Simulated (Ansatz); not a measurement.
MnS: relaxation of cell and atoms with BLYP+D4

Crystal: MnS.

```
Mn S
1.0
     0.00000    2.60450    2.60450
     2.60450    0.00000    2.60450
     2.60450    2.60450    0.00000
Mn S
1 1
Direct
  0.00000 0.00000 0.00000
  0.50000 0.50000 0.50000
```

- Program: Ansatz 0.2.0
- Task: relaxation of cell and atoms
- Functional: BLYP
- Dispersion: D4
- Potentials or basis: Ansatz PAW
- Cutoff: 420 eV (not typed: the program's choice for these potentials)
- k mesh: 9 × 9 × 9
- Occupations: fermi-dirac, width 0.05 eV
- Spin: collinear spin, ferromagnetic start
- Starting moments: [4.0, 0.0] μB

```yaml
Relaxed_volume: 15.36 Å³/atom
Relaxed_cell: a = 3.515 Å, b = 3.515 Å, c = 3.515 Å, α = 60.00°, β = 60.00°, γ = 60.00°
Space_group_after_relaxing_to_0.05_Å: Fm-3m (No. 225)
Energy_gained_by_relaxing: 40.0 meV/atom
Ionic_steps: 6
Pressure_after_relaxing: 0.0 GPa
Band_gap_on_the_k_mesh: none (metal or under the smearing width)
Net_moment: 4.02 μB per cell
Absolute_moment: 4.03 μB per cell
Site_moments: Mn +3.63; S +0.10 μB
```

The path:
| step | energy change (eV) | largest force (eV/Å) | volume (Å³) |
| --- | --- | --- | --- |
| 1 | 0.0000 | 0.0000 | 35.33 |
| 2 | -0.0546 | 0.0000 | 33.27 |
| 3 | -0.0806 | 0.0000 | 30.91 |
| 4 | -0.0808 | 0.0000 | 30.59 |
| 5 | -0.0809 | 0.0000 | 30.72 |
| 6 | -0.0801 | 0.0000 | 30.72 |

Final structure:
```
CELL_PARAMETERS angstrom
0.00000 2.48565 2.48565
2.48565 0.00000 2.48565
2.48565 2.48565 0.00000
ATOMIC_POSITIONS crystal
Mn 0.00000 0.00000 0.00000
S 0.50000 0.50000 0.50000
```

Levels at points of the mesh, in eV from the Fermi level:
Spin up:
| k point | band 9 | band 10 | band 11 | band 12 | band 13 | band 14 | band 15 | band 16 | band 17 |
| --- | --- | --- | --- | --- | --- | --- | --- | --- | --- |
| (0.00, 0.00, 0.00) | -3.08 | -3.08 | -2.07 | -2.07 | -2.07 | 3.09 | 9.07 | 9.07 | 9.07 |
Spin down:
```csv
k point,band 7,band 8,band 9,band 10,band 11,band 12
"(0.00, 0.00, 0.00)",-1.94,-1.94,-0.29,-0.29,-0.29,-0.19
```

Wall time 11 s on 2 threads of Arm Neoverse V1 (shared host), peak memory 0.34 GiB.

Caveat: the plane-wave basis is chosen anew once the cell has moved, so the energies of steps on either side of that aren't comparable; the volume moved by -13 % from the deposited cell, more than functionals usually miss; a cell with one magnetic atom can't hold antiferromagnetic order, which such compounds often take; semilocal functionals often make such compounds metallic where correlation or magnetic order opens a gap, which also shifts bond lengths; pairwise dispersion overbinds metals, which lowers pressure and volume; the PAW data sets come from PBE, with cores solved anew for the run's functional, which leaves a small shift of forces and pressure. With open d or f shells a metallic result of BLYP can be an artefact of self-interaction; +U or a hybrid may open a gap.
